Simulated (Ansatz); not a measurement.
# Fe (bcc type): how the settings move a single-point run

Aim: see which settings change the result for Fe (bcc type), by how much, and at what cost.

Method: reference: DFT, LDA, PAW with Ansatz's default frozen-core files, scalar-relativistic, in Ansatz 0.2.0.

### 1 The system as given

Symmetry: Im-3m, No. 229, cubic system. Conventional cell: a = 2.751 Å, b = 2.751 Å, c = 2.751 Å, α = 90.00°, β = 90.00°, γ = 90.00°. Fe (site symmetry m-3m) has 8 Fe at 2.38 Å in its first shell of neighbours.

Structure file:

```cif
data_structure
_symmetry_space_group_name_H-M 'P 1'
_symmetry_Int_Tables_number 1
_cell_length_a 2.3828
_cell_length_b 2.3828
_cell_length_c 2.3828
_cell_angle_alpha 109.471
_cell_angle_beta 109.471
_cell_angle_gamma 109.471
_cell_volume 10.41
loop_
_atom_site_label
_atom_site_type_symbol
_atom_site_fract_x
_atom_site_fract_y
_atom_site_fract_z
_atom_site_occupancy
Fe1 Fe 0.00000 0.00000 0.00000 1
```

### 2 Baseline

File input.yaml:

```yaml
crystal:
  lattice:
    - [-1.3757097536, 1.3757097536, 1.3757097536]
    - [1.3757097536, -1.3757097536, 1.3757097536]
    - [1.3757097536, 1.3757097536, -1.3757097536]
  atoms:
    - { symbol: Fe, position: [0.0, 0.0, 0.0], spin: 2.5 }
magnetization:
  spin_polarized: true
kpoints:
  mp_grid: { grid: [21, 21, 21] }
  band_path:
    path:
      - [0.0, 0.0, 0.0]
      - [0.5, -0.5, 0.5]
      - [0.0, 0.0, 0.5]
      - [0.0, 0.0, 0.0]
      - [0.25, 0.25, 0.25]
      - [0.5, -0.5, 0.5]
      - [0.25, 0.25, 0.25]
      - [0.0, 0.0, 0.5]
    npoints: 8
scf:
  occupations: { method: fermi_dirac, width: 0.05 }
hamiltonian:
  xc: lda
  pseudopotentials: { kind: paw }
output:
  forces: true
  stress: true
  eigenvalues: true
  populations: true
  dos: { projected: true, de: 0.2, e_range: [-14, 8] }
  write_density: true
  write_potential: true
  elf: true
  volumetric_format: npy
```

Run with:

```console
> ansatz run input.yaml --threads 1 --pin off --max-ram 3072MiB --backend cpu --events-out ev --progress --plain --runs-dir out
```

### 3 Variant: xc r2scan, dispersion d3bj

input.yaml, as its differences from that of step 2:

```diff
@@ -25,4 +25,5 @@
 hamiltonian:
-  xc: lda
+  xc: r2scan
   pseudopotentials: { kind: paw }
+  dispersion: d3bj
 output:
@@ -32,3 +33,2 @@
   populations: true
-  dos: { projected: true, de: 0.2, e_range: [-14, 8] }
   write_density: true
```

Q: Predict the outcome of this session. Wanted: for each run, ending; energy change; pressure; abs. moment; force.

**Answer**, as computed:

| run | ending | energy change | pressure (GPa) | abs. moment (μB) | force (eV/Å) | cycles | time |
| --- | --- | --- | --- | --- | --- | --- | --- |
| reference | converged | - | 0.0 | 2.05 | 0.00 | 9 | 8.3 s |
| 1: xc r2scan, dispersion d3bj | converged | not comparable | 20.3 | 2.61 | 0.00 | 17 | 23 s |

Times don't compare one to one where runs were asked for different outputs or read a saved state (see the inputs); cycles may leave out searches for a lower state.

Residual by cycle in the longest SCF loop of each run; runs are numbered as in the table. The quantity is the density residual dr2, in eV.

```csv
cycle,reference,run 1
1,2.45,1.67
2,0.0465,0.0221
4,0.0179,0.00704
5,9.7e-5,0.00399
7,3.3e-7,2.3e-4
8,5.7e-10,1.3e-5
10,-,7.2e-7
11,-,7.9e-7
13,-,5.4e-8
14,-,1.3e-8
16,-,5.0e-9
17,-,6.8e-9
```

What this shows: Total energies don't compare across a change of functional; the pressure goes from 0.0 to 20.3 GPa and the absolute moment goes from 2.05 to 2.61 μB. The dispersion term changed too.
